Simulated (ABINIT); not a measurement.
A run of ABINIT 10.8.3 (patched build) is set up as follows.

run.abi

```
ndtset 7
getwfk -1
scalecart1 3*0.9795861087
scalecart2 3*0.9864848297
scalecart3 3*0.9932883884
scalecart4 3*1.0000000000
scalecart5 3*1.0066227096
scalecart6 3*1.0131594038
scalecart7 3*1.0196128224

pp_dirpath "./"
pseudos "As.GGA_PBE-JTH_sp.xml, B.GGA_PBE-JTH.xml"

acell 3*1.0 Angstrom
rprim
     0.0000000000     2.3885000000     2.3885000000
     2.3885000000     0.0000000000     2.3885000000
     2.3885000000     2.3885000000     0.0000000000
ntypat 2
znucl 33 5
natom 2
typat 1 2
xred
     0.7500000000     0.7500000000     0.7500000000
     0.0000000000     0.0000000000     0.0000000000

ecut 15.0
pawecutdg 30.0

kptopt 1
ngkpt 10 10 10
nshiftk 1
shiftk 0.0 0.0 0.0

ixc 27

nband 8
occopt 3
tsmear 0.00183747

nstep 100
tolvrs 1.0e-9

iomode 3
prtwf 1
prtden 0
prteig 0
prtebands 0
enunit 2
```

Potentials or basis: JTH PAW PBE v2.0 sp.

Command:

```bash
$ abinit run.abi > log 2>&1
```

Estimate the equilibrium volume.

13.90 Å³/atom.

Predict the pressure derivative of the bulk modulus.

3.8 (rough: it moves with the points fitted).

What does it give for the bulk modulus?

129 GPa.

Energy against volume, from the lowest point:
```tsv
volume (Å³/atom)	energy (meV/atom)
12.809	39.61
13.081	21.65
13.354	9.31
13.626	2.27
13.899	0.00
14.171	2.04
14.444	7.96
```

Caveat: pressures at fixed basis lie under the slope of the energies; the PAW data sets were made with another functional, which shifts forces and pressure a little; this set keeps more shells in the core, which shifts pressures and gaps.

**Measured values to compare with.**

“Basic Physical Properties of Cubic Boron Arsenide”, 2019, arxiv:1911.11281 quotes, for a bulk crystal of BAs: bulk modulus 148 GPa.

A measured bulk modulus of BAs is 148 GPa (quoted in “Basic Physical Properties of Cubic Boron Arsenide”, 2019, arxiv:1911.11281); the calculated 129 GPa misses it by -12.6 %. The fit is for a static lattice scaled at fixed shape and fixed fractional positions.
